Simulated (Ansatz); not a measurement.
# Energy landscape near a Ba structure

Level of theory: Ansatz, DFT PBE, scalar-relativistic, plane waves, PAW.

Settings: cutoff 420 eV, Γ-centred mesh 10×10×10 on the computed 1-atom cell, Gaussian smearing of 0.10 eV; no spin polarisation.

Reference cell:

```
Ba
1.0
     3.99965    0.00000    0.00000
     0.00000    3.99965    0.00000
     0.00000    0.00000    3.60554
Ba
1
Direct
  0.50000 0.50000 0.50000
```

Each variant moves atoms of this cell by the vectors given, if any (Å), and then applies a symmetric strain (tensor components, Cartesian axes). The reference cell isn't relaxed at this level. Energies are per atom at zero smearing, counted from the lowest variant. Pressure is positive in compression.

1. strain (xx yy zz yz xz xy, %) 0.19 0.19 -2.58 2.00 -2.00 -1.68
2. strain (xx yy zz yz xz xy, %) 1.85 -6.02 -2.27 0.00 -1.26 0.00
3. strain (xx yy zz yz xz xy, %) -2.54 0.68 0.23 0.31 -0.32 0.03

**Question.** Order the variants by energy, lowest first.

**Answer.** 3 (0.0 meV/atom), 1 (38.4 meV/atom), 2 (45.5 meV/atom).

**Question.** Order them by pressure, highest first.

**Answer.** 2 (1.32 GPa), 1 (0.84 GPa), 3 (0.72 GPa).

This form isn't the element's structure at ambient conditions.